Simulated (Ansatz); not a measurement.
# As (Pm-3m) in Ansatz: notebook

One crystal, As, is run at these levels: PBEsol; tasks: density of states, elastic constants.

Program: Ansatz 0.2.0. These are calculated values, not measurements. Logs are shortened: lines on timing, memory, paths and dates and some standing lists are left out, and cuts for length are marked.

## Step 1: The crystal as given

Symmetry: Pm-3m, No. 221, cubic system. Conventional cell: a = 2.704 Å, b = 2.704 Å, c = 2.704 Å, α = 90.00°, β = 90.00°, γ = 90.00°. Around As (site symmetry m-3m) lie 6 As at 2.70 Å.

This isn't the form of As at room conditions, which is rhombohedral.

## Step 2: Density of states, PBEsol

File input.yaml:

```yaml
crystal:
  lattice:
    - [2.7036817444, 0.0, 0.0]
    - [0.0, 2.7036817444, 0.0]
    - [0.0, 0.0, 2.7036817444]
  atoms:
    - { symbol: As, position: [0.5, 0.5, 0.5] }
kpoints:
  mp_grid: { grid: [10, 10, 10] }
scf:
  occupations: { method: fermi_dirac, width: 0.05 }
hamiltonian:
  xc: pbesol
  pseudopotentials: { kind: all_electron, datasets: crystal }
output:
  forces: true
  stress: true
  eigenvalues: true
  dos: { projected: false, de: 0.1, e_range: [-14, 10] }
  elf: true
  volumetric_format: npy
```

Potentials or basis: all-electron PAW datasets made for the crystal.

Command:

```bash
$ ansatz run input.yaml --threads 1 --pin off --max-ram 3072MiB --backend cpu --events-out ev --progress --plain --runs-dir out
```

What it wrote:

```text
Warning: RAYON_NUM_THREADS=1 ignored (pool sized by the plan → 1); use --threads N
hamiltonian.pseudopotentials.datasets: crystal makes datasets for this crystal and solves the spheres of its atoms anew in each pass: cutoff 180.0 eV, the density's 720.0 eV; for an error of 0.50 meV an atom under PBE, 0.5 meV for the cell; an energy difference from a run of another recipe may be off by several times the error for the cell, under r2SCAN by more, where some 0.1 meV an atom stays at smaller errors; As in spheres of 1.349 Å, 5 of its electrons in bands, 10 on its site; only band paths and densities of states list, in semicore columns, the levels of the semicore shells that are solved separately: 3d of As
Engine: ansatz 0.2.0, aarch64-unknown-linux-gnu
Pseudopotentials: kind: all_electron
Pseudopotential: As, paw, valence charge 15, recommended cutoff 180 eV (normal), crystal/all_electron/pbesol/scalar/gaussian/As, Koelling and Harmon's equation, gaussian nucleus
Functional definition: PBEsol
  exchange = pbesol_x
  correlation = pbesol_c
Crystal: 1 atoms, lattice volume = 19.764 Å³
Basis set: ecut = 180 eV, 93 PW (Γ), exchange–correlation on 24×24×24 points (8 copies of the dense FFT grid, shifted against one another)
Bands: 7, of which v1, the nominal top of the filled ones, is band 3 counted from 1 (2 counted from 0)
Symmetry: 48 space group operations
Space group: Pm-3m (ITA 221), of the structure as read, at distance tolerance 2.7e-5 Å
k-points: 56 of 1000
Non-local potential: As, projectors of the file, l = 0: 1, l = 1: 1
PAW form: soft (Blöchl's): semilocal exchange-correlation on the pseudo side does not see the compensation charge
PAW one-centre angular grid: As, 110 points (default); XC on its mesh's 1903 points in the sphere
Initial density: superposition of atomic densities (neutral atoms: chi_scale 0, normalization atom)
Initial wavefunctions: pseudopotential atomic-orbital guess
Functional: x = pbesol(κ = 0.804, μ = 0.12345679012345678), c = pbesol(β = 0.046)
iter 1 solved again at ethr=5.98e-4 eV; its pass at ethr=1.00e-1 eV (dr2=2.99e-2 eV) is discarded
SCF iter   1: F=—  HF=-61480.755140 eV  |F-HF|=—  |Δ(HF+E_count)|=         —  Δρ=1.59e-2  dr2=3.09e-2  ethr=5.98e-4  ⟨swp⟩=3.6  Hψ=2625  notcnv=0
preconditioner: auto → none  [metal: Δε(μ)=0.050 eV  Ē_g=15.019 eV  σ=0.050 eV  W_gap=0.25  n_scr=0 (ndim 8)  ℏωp=18.7 eV  f_vac=0.000  D(μ)=0.32/eV (n_scr^D=0)]
SCF iter   2: F=—  HF=-61480.763079 eV  |F-HF|=—  |Δ(HF+E_count)|=   7.94e-3  Δρ=8.00e-3  dr2=7.92e-3  ethr=5.98e-4  ⟨swp⟩=2.0  Hψ=549  notcnv=0  defer=1
iter 3 solved again at ethr=2.10e-7 eV; its pass at ethr=1.58e-4 eV (dr2=1.05e-5 eV) is discarded
SCF iter   3: F=—  HF=-61480.765218 eV  |F-HF|=—  |Δ(HF+E_count)|=   2.14e-3  Δρ=2.57e-4  dr2=9.59e-6  ethr=2.10e-7  ⟨swp⟩=2.0  Hψ=1884  notcnv=0
SCF iter   4: F=—  HF=-61480.765205 eV  |F-HF|=—  |Δ(HF+E_count)|=   1.22e-5  Δρ=1.18e-4  dr2=2.04e-6  ethr=1.92e-7  ⟨swp⟩=2.0  Hψ=537  notcnv=0
SCF iter   5: F=—  HF=-61480.765197 eV  |F-HF|=—  |Δ(HF+E_count)|=   8.05e-6  Δρ=4.67e-6  dr2=1.70e-9  ethr=4.08e-8  ⟨swp⟩=2.8  Hψ=594  notcnv=0
SCF iter   6: F=-61480.765197 eV  HF=-61480.765197 eV  |F-HF|=1.56e-9  |Δ(HF+E_count)|=   2.38e-9  Δρ=2.06e-6  dr2=8.31e-10  ethr=3.39e-11  ⟨swp⟩=3.0  Hψ=681  notcnv=0
SCF 1 converged in 6 iterations: F = -61480.765195 eV  dr2 = 8.31e-10
  Residual-converged pass: ⟨swp⟩=1.9  Hψ=467  notcnv=0  max |occ|·‖R‖ = 3.7e-6 eV (tolerance 3.7e-6 eV)  dr2=8.37e-10  dr2_onsite=1.90e-9  max |Δocc| = 1.8e-10
SCF converged after 6 iterations
Free energy (F): -61480.765195 eV
Harris-Foulkes:  -61480.765195 eV  (|F-HF|=1.56e-9)
Internal energy: -61480.762659 eV  (E = F + TS)
E sigma→0 (E₀):  -61480.763927 eV
Entropy (-TS):   -0.002537 eV (-2.537 meV/atom)
Past the cutoff: the bands carry plane waves up to 1.75 times it, of which those up to 1.5 times it add -0.000047 eV an atom, each by itself; the spheres take 0.000046 eV an atom off the energy for waves past 1.75 times it
By the cutoff:   a pressure is off by up to 0.005 GPa (1.2 times the spheres' own share and the shells' term, over an atom's volume, and 0.004 GPa: a bound that held against runs at twice the plane waves)
Past the cutoffs: a stress includes 0.0035 GPa for waves and charges beyond them, in addition to the slope of what the spheres take
In the spheres:  the bands' charges fall short by 3.9e-7 e at most (sound up to 1e-3), those of shells solved beside the bands by 4.6e-8 e (sound up to 5e-4)
Fermi energy:    12.221586 eV
--- Per-component energies (eV) ---
  E_band       = 30.415784
  E_kinetic    = 65.868738
  E_local      = -1145.968001  (includes V_loc(G=0)·N_el)
  E_nonlocal   = -0.855136
  E_hartree    = 587.323442
  E_xc         = -60.821297
  E_vxc        = -73.727610  (∫ρ·V_xc dr)
  E_paw        = -64351.904562  (= ΣΔE_a)
  E_vpaw       = -5115.160416  (= ΣTr[D̂ρ^β])
  E_ewald      = -1700.018415
  E_smearing   = -0.002537  (= −TS)
  E_closure    = 5125.612573  (closes the sum)
  Σ components = -61480.765195   (vs F -61480.765195, Δ=-7.28e-12)
  The terms above E_closure are by the made datasets' own strengths, without shells solved beside the bands.
--- Forces (eV/Å), atoms counted from 1 ---
  atom   1  As    -0.00000000    -0.00000000     0.00000000
  max |Σ_I F_I| component: 7.89e-31 eV/Å
--- Stress (GPa, compression-positive) ---
       -1.552943       0.000000       0.000000
        0.000000      -1.552943       0.000000
        0.000000       0.000000      -1.552943
  P = ⅓ Tr σ = -1.5529 GPa (-15.529 kbar)
  It holds what live shells' own plane waves past their cutoff add
--- Band table (eV; the first three rows and the last of 56) ---
  k-point 0: bands = ["-2.7108", "16.4225", "16.4225", "16.4225", "20.8761"]
  k-point 1: bands = ["-2.5265", "14.3735", "16.5847", "16.5847", "21.0453"]
  k-point 2: bands = ["-1.9836", "11.2994", "17.0476", "17.0476", "21.5417"]
  k-point 55: bands = ["7.3361", "10.4666", "10.4666", "10.4666", "18.2066"]
```

Run time: 1.8 s. Hardware: 1 thread of Arm Neoverse V2, shared host; peak memory 0.28 GiB.

Results:

```
Free energy            : -61480.7652 eV
Pressure               : -1.6 GPa
Band gap on the k mesh : none (metal or under the smearing width)
```

States per cell in windows of 0.5 eV (zero at the Fermi level; states under -8 eV left out):
```csv
from (eV),total
-8.0,0.05
-7.5,0.04
-7.0,0.03
-6.5,0.08
-6.0,0.12
-5.5,0.15
-5.0,0.19
-4.5,0.29
-4.0,0.30
-3.5,0.30
-3.0,0.30
-2.5,0.27
-2.0,0.27
-1.5,0.24
-1.0,0.25
-0.5,0.20
0.0,0.19
0.5,0.22
1.0,0.20
1.5,0.20
2.0,0.20
2.5,0.23
3.0,0.27
3.5,0.30
4.0,0.30
4.5,0.33
5.0,0.36
5.5,0.35
6.0,0.29
6.5,0.23
7.0,0.20
7.5,0.21
```

Caveat: the program warned that the printed levels may be off, so bands, gaps and densities of states are rough.

## Step 3: Elastic constants, PBEsol

File input.yaml:

```yaml
crystal:
  lattice:
    - [2.7036817444, 0.0, 0.0]
    - [0.0, 2.7036817444, 0.0]
    - [0.0, 0.0, 2.7036817444]
  atoms:
    - { symbol: As, position: [0.5, 0.5, 0.5] }
kpoints:
  mp_grid: { grid: [8, 8, 8] }
scf:
  occupations: { method: fermi_dirac, width: 0.05 }
hamiltonian:
  xc: pbesol
  pseudopotentials: { kind: all_electron, lapw: { basis_error: 0.001 } }
output:
  forces: true
  stress: true
elastic:
  mode: relaxed_ion
  stencil: two_point
```

Potentials or basis: all-electron LAPW, scalar-relativistic.

Command:

```bash
$ ansatz run input.yaml --threads 1 --pin off --max-ram 3072MiB --backend cpu --events-out ev --progress --plain --runs-dir out
```

Wall time 26 s (1 thread of Arm Neoverse V2, shared host); peak memory 0.28 GiB.

The run converged. Its results:

- Free energy: -61480.7322 eV
- Pressure: -0.5 GPa
- Band gap on the k mesh: none (metal or under the smearing width)
- Elastic constants C11, C12, C44: 71, 98, -44 GPa
- Voigt bulk modulus: 89 GPa

Levels at points of the mesh, in eV from the Fermi level:
```csv
k point,band 8,band 9,band 10,band 11,band 12,band 13,band 14,band 15,band 16
"(0.00, 0.00, 0.00)",-35.87,-35.87,-14.95,4.18,4.18,4.18,8.63,8.63,10.43
"(0.00, 0.00, -0.50)",-35.88,-35.86,-11.80,-6.92,6.48,6.48,11.44,14.02,14.86
"(0.00, -0.50, -0.50)",-35.89,-35.83,-8.52,-4.23,-4.23,2.46,8.64,16.90,17.96
"(-0.50, -0.50, -0.50)",-35.82,-35.82,-4.91,-1.78,-1.78,-1.78,5.97,5.97,5.97
```

Elastic tensor in Voigt notation (GPa, in the Cartesian axes of the cell as first typed):
```
 71  98  98   0   0   0
 98  71  98   0   0   0
 98  98  71   0   0   0
  0   0   0 -44   0   0
  0   0   0   0 -44   0
  0   0   0   0   0 -44
```

Caveat: the k mesh is thin for a metal, which can move the energy by tens of meV per atom; a metal's response needs a denser mesh; the elastic tensor has a negative eigenvalue, so either the cell is unstable as it stands or the mesh is too thin.
